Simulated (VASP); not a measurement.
# Ta (Im-3m) in VASP: notebook, part 3 of 3

VASP 6.6.1. Earlier steps stand in the parts before.

## 4. Single point, PBE

INCAR reads:

```
PREC     = Accurate       # precision mode
ENCUT    = 520            # plane-wave cutoff, eV
EDIFF    = 1E-7           # SCF threshold, eV
ISMEAR   = 0              # smearing method
SIGMA    = 0.1            # smearing width, eV
LREAL    = F              # projectors in reciprocal space
LASPH    = T              # aspherical terms in the spheres
NELM     = 80             # most SCF steps
ALGO     = Fast           # electronic algorithm
ISIF     = 2              # what is computed and relaxed
LWAVE    = F              # write WAVECAR
LCHARG   = F              # write CHGCAR
GGA      = PE             # functional
NBANDS   = 12             # bands
```

KPOINTS reads:

```
regular mesh
0
Gamma
  8 8 8
```

POSCAR reads:

```
Ta
1.0
   -1.6512800000      1.6512800000      1.6512800000
    1.6512800000     -1.6512800000      1.6512800000
    1.6512800000      1.6512800000     -1.6512800000
Ta
1
Direct
    0.0000000000      0.0000000000      0.0000000000
```

Potentials or basis: VASP PAW PBE potentials, release 64 (Ta_pv).

Started as:

```bash
$ cat potpaw_PBE.64/Ta_pv/POTCAR > POTCAR
$ mpirun -np 1 vasp_std > vasp.out
```

OUTCAR:

```text
PREC = Accurate
   ENCUT = 520
   EDIFF = 1E-7
   ISMEAR = 0
   LREAL = F
   LASPH = T
   NELM = 80
   ISIF = 2
   GGA = PE

 ion  position               nearest neighbor table
   1  0.000  0.000  0.000-

  LATTYP: Found a body centered cubic cell.
 ALAT       =     3.3025600000

  Lattice vectors:

 A1 = (  -1.6512800000,   1.6512800000,   1.6512800000)
 A2 = (   1.6512800000,  -1.6512800000,   1.6512800000)
 A3 = (   1.6512800000,   1.6512800000,  -1.6512800000)

Analysis of symmetry for initial positions (statically):
=====================================================================
 Subroutine PRICEL returns:
 Original cell was already a primitive cell.

 Routine SETGRP: Setting up the symmetry group for a
 body centered cubic supercell.

 Subroutine GETGRP returns: Found 48 space group operations
 (whereof 48 operations were pure point group operations)
 out of a pool of 48 trial point group operations.

The static configuration has the point symmetry O_h .

Analysis of symmetry for dynamics (positions and initial velocities):
=====================================================================
 Subroutine PRICEL returns:
 Original cell was already a primitive cell.

 Routine SETGRP: Setting up the symmetry group for a
 body centered cubic supercell.

 Subroutine GETGRP returns: Found 48 space group operations
 (whereof 48 operations were pure point group operations)
 out of a pool of 48 trial point group operations.

The dynamic configuration has the point symmetry O_h .

 Subroutine INISYM returns: Found 48 space group operations
 (whereof 48 operations are pure point group operations),
 and found     1 'primitive' translations

----------------------------------------------------------------------------------------

                                     Primitive cell

  volume of cell :      18.0104

  direct lattice vectors                    reciprocal lattice vectors
    -1.651280000  1.651280000  1.651280000     0.000000000  0.302795407  0.302795407
     1.651280000 -1.651280000  1.651280000     0.302795407  0.000000000  0.302795407
     1.651280000  1.651280000 -1.651280000     0.302795407  0.302795407  0.000000000

  length of vectors
     2.860100858  2.860100858  2.860100858     0.428217371  0.428217371  0.428217371

  position of ions in fractional coordinates (direct lattice)
     0.000000000  0.000000000  0.000000000

  ion indices of the primitive-cell ions
   primitive index   ion index
                 1           1

----------------------------------------------------------------------------------------

 KPOINTS: regular mesh

Automatic generation of k-mesh.
 Grid dimensions read from file:
 generate k-points for:    8    8    8

 Generating k-lattice:

  Cartesian coordinates                     Fractional coordinates (reciprocal lattice)
     0.000000000  0.037849426  0.037849426     0.125000000  0.000000000  0.000000000
     0.037849426  0.000000000  0.037849426     0.000000000  0.125000000  0.000000000
     0.037849426  0.037849426  0.000000000     0.000000000  0.000000000  0.125000000

  Length of vectors
     0.053527171  0.053527171  0.053527171

  Shift w.r.t. Gamma in fractional coordinates (k-lattice)
     0.000000000  0.000000000  0.000000000

 Subroutine IBZKPT returns following result:
 ===========================================

 Found     29 irreducible k-points:

 Following reciprocal coordinates:
            Coordinates               Weight
  0.000000  0.000000  0.000000      1.000000
  0.125000  0.000000  0.000000     12.000000
  0.250000  0.000000  0.000000     12.000000
  0.375000  0.000000  0.000000     12.000000
  0.500000  0.000000  0.000000      6.000000
  0.125000  0.125000  0.000000     24.000000
[... 16 lines left out ...]
 -0.250000  0.250000  0.250000      6.000000
 -0.375000  0.375000  0.250000     24.000000
 [... further k-points ...]
   k-points           NKPTS =     29   k-points in BZ     NKDIM =     29   number of bands    NBANDS=     12
   number of dos      NEDOS =    301   number of ions     NIONS =      1
   total plane-waves  NPLWV =  13824
   dimension x,y,z NGX =    24 NGY =   24 NGZ =   24
   dimension x,y,z NGXF=    48 NGYF=   48 NGZF=   48
   ions per type =               1
   NGX,Y,Z   is equivalent  to a cutoff of  13.95, 13.95, 13.95 a.u.
   NGXF,Y,Z  is equivalent  to a cutoff of  27.90, 27.90, 27.90 a.u.
 SYSTEM =  unknown system
   PREC   = accura    normal or accurate (medium, high low for compatibility)
   ISTART =      0    job   : 0-new  1-cont  2-samecut
   ICHARG =      2    charge: 1-file 2-atom 10-const
   ISPIN  =      1    spin polarized calculation?
   LNONCOLLINEAR =      F non collinear calculations
   LSORBIT =      F    spin-orbit coupling
   LASPH  =      T    aspherical Exc in radial PAW
   ENCUT  =  520.0 eV  38.22 Ry    6.18 a.u.   5.32  5.32  5.32*2*pi/ulx,y,z
   NELM   =     80;   NELMIN=  2; NELMDL= -5     # of ELM steps
   EDIFF  = 0.1E-06   stopping-criterion for ELM
   LREAL  =      F    real-space projection
   EDIFFG = 0.1E-05   stopping-criterion for IOM
   NSW    =      0    number of steps for IOM
   IBRION =     -1    ionic relax: 0-MD 1-quasi-New 2-CG
   NFREE  =      0    steps in history (QN), initial steepest desc. (CG)
   ISIF   =      2    stress and relaxation
   ISYM   =      2    0-nonsym 1-usesym 2-fastsym
   POTIM  = 0.5000    time-step for ionic-motion
   TEBEG  =    0.0;   TEEND  =   0.0 temperature during run
   PSTRESS=    0.0 pullay stress
   NELECT =      11.0000    total number of electrons
   NUPDOWN=      -1.0000    fix difference up-down
   EMIN   =  10.00;   EMAX   =-10.00  energy-range for DOS
   EFERMI =   0.00;   METHOD = LEGACY
   ISMEAR =     0;   SIGMA  =   0.10  broadening in eV -4-tet -1-fermi 0-gaus
   EFERMI_NEDOS =   21; number of points for ismear=-14 and -15
   IALGO  =     68    algorithm
   IMIX   =      4    mixing-type and parameters
     AMIX     =   0.40;   BMIX     =  1.00
     AMIX_MAG =   1.60;   BMIX_MAG =  1.00
  volume/ion in A,a.u.               =      18.01       121.54
  Fermi-wavevector in a.u.,A,eV,Ry     =   1.388988  2.624806 26.249534  1.929286
  Thomas-Fermi vector in A             =   2.513061
   LORBIT       =      0    0 simple, 1 ext, 2 COOP (PROOUT), +10 PAW based schemes
   GGA     = PE    functional components
   LHFCALC =     F    Hartree Fock is set to
   AEXX    =    0.0000 exact exchange contribution
   IVDW    =     0    specifies the selected vdW correction
   LEPSILON=     F    determine dielectric tensor
   LRPA    =     F    only Hartree local field effects (RPA)
 non-spin polarized calculation
 RMM-DIIS sequential band-by-band and
 Gauss-broadening in eV      SIGMA  =   0.10
  energy-cutoff  :      520.00
  volume of cell :       18.01
 maximum number of plane-waves:       496
 NGX is ok and might be reduce to    24
   NGX = 11   NGY = 11   NGZ = 11

 number of electron      11.0000002 magnetization

 Free energy of the ion-electron system (eV)
  ---------------------------------------------------
  ext. energy  EPLUGINS =         0.00000000
  ---------------------------------------------------
  free energy    TOTEN  =       -11.83598963 eV

  energy without entropy =      -11.83223550  energy(sigma->0) =      -11.83411257

 E-fermi :   5.5057     XC(G=0): -12.6130

 val. band max:        5.4086363148   @ k =   0.2500   0.0000   0.0000
 cond. band min:       5.5539433659   @ k =  -0.2500   0.2500   0.1250
 fundamental gap:      0.1453070511
 Fermi energy:         5.5057122653

 k-point     1 :       0.0000    0.0000    0.0000
  band No.  band energies     occupation
      1     -27.5541      2.00000
      2     -27.5541      2.00000
      3     -27.5541      2.00000
      4      -2.4307      2.00000
      5       6.2374      0.00000
      6       6.2374      0.00000
      7       6.2374      0.00000
      8       9.5085      0.00000
      9       9.5085      0.00000
     10      20.4949      0.00000
     11      20.4949      0.00000
     12      20.4949      0.00000
[... 331 lines left out ...]
 k-point    24 :      -0.3750    0.3750    0.2500
  band No.  band energies     occupation
      1     -28.4324      2.00000
      2     -28.1002      2.00000
      3     -27.9926      2.00000
      4       2.6642      2.00000
      5       3.5139      2.00000
      6       6.7691      0.00000
      7       7.4549      0.00000
      8      10.9344      0.00000
      9      11.0284      0.00000
     10      19.4914      0.00000
     11      20.2411      0.00000
     12      21.7973      0.00000

 [... further k-points ...]
[... 5 lines left out ...]
  --------------------------------------------------------------------------------------
  -------------------------------------------------------------------------------------
  Total        0.1242462      0.1242462      0.1242462      0.0000000      0.0000000     -0.0000000
  in kB       11.0527771     11.0527771     11.0527771      0.0000000      0.0000000     -0.0000000
  external PRESSURE =      11.0527771 kB  Pullay stress =       0.0000000 kB

 VOLUME and BASIS-vectors are now :
 -----------------------------------------------------------------------------
  energy-cutoff  :      520.00
  volume of cell :       18.01
      direct lattice vectors                 reciprocal lattice vectors
    -1.651280000  1.651280000  1.651280000     0.000000000  0.302795407  0.302795407
     1.651280000 -1.651280000  1.651280000     0.302795407  0.000000000  0.302795407
     1.651280000  1.651280000 -1.651280000     0.302795407  0.302795407  0.000000000

 POSITION                                       TOTAL-FORCE (eV/Angst)
 -----------------------------------------------------------------------------------
      0.00000      0.00000      0.00000         0.000000      0.000000      0.000000
 -----------------------------------------------------------------------------------
    total drift:                               -0.000000      0.000000      0.000000

  FREE ENERGIE OF THE ION-ELECTRON SYSTEM (eV)
  ---------------------------------------------------
  free  energy   TOTEN  =       -11.8359896292 eV

  energy  without entropy=      -11.8322355036  energy(sigma->0) =      -11.83411257
```

It took 6.4 s on 1 thread of Intel Xeon Platinum 8559C (Emerald Rapids), shared host; peak memory 0.13 GiB.

Results:

* Free energy: -11.8360 eV
* Pressure: 1.1 GPa
* Band gap on the k mesh: none (metal or under the smearing width)

The run has no spin-orbit coupling, so splittings on Ta are missing.

## 5. Single point, PBE

INCAR is that of step 4.

KPOINTS reads:

```
regular mesh
0
Gamma
  10 10 10
```

POSCAR is that of step 4.

Started as:

```bash
$ cat potpaw_PBE.64/Ta_pv/POTCAR > POTCAR
$ mpirun -np 1 vasp_std > vasp.out
```

Wall time 8.4 s (1 thread of Intel Xeon Platinum 8559C (Emerald Rapids), shared host); peak memory 0.13 GiB.

The run converged. Its results:

```
Free energy            : -11.8105 eV
Pressure               : 4.8 GPa
Band gap on the k mesh : none (metal or under the smearing width)
```

Levels at points of the mesh, in eV from the Fermi level:
```
           k point  band 1  band 2  band 3  band 4  band 5  band 6  band 7  band 8  band 9  band 10
(0.00, 0.00, 0.00)  -33.12  -33.12  -33.12   -7.93    0.70    0.70    0.70    3.97    3.97    15.00
(0.50, 0.00, 0.00)  -34.30  -33.50  -33.13   -4.40   -1.57    1.57    3.85    4.88    7.75    11.69
(0.50, 0.50, 0.50)  -33.94  -33.94  -33.94   -3.83   -3.83    6.79    6.79    6.79    8.63     8.63
```

The run has no spin-orbit coupling, so splittings on Ta are missing.

## 6. Summary

| k mesh | mesh quality | gap on the mesh (eV) | pressure (GPa) |
| --- | --- | --- | --- |
| 4 × 4 × 4 | coarse | none | 3.3 |
| 6 × 6 × 6 | coarse | none | 5.5 |
| 8 × 8 × 8 | not flagged | none | 1.1 |
| 10 × 10 × 10 | not flagged | none | 4.8 |

Alike in all rows: task single point; level PBE; potentials or basis VASP PAW PBE potentials, release 64 (Ta_pv); no spin polarisation; cell as given; cutoff (eV) 520; smearing gaussian 0.1 eV.

Caveats: some runs use coarse meshes.

Total energies depend on the potentials used, so only differences within one code and one set of settings carry meaning.
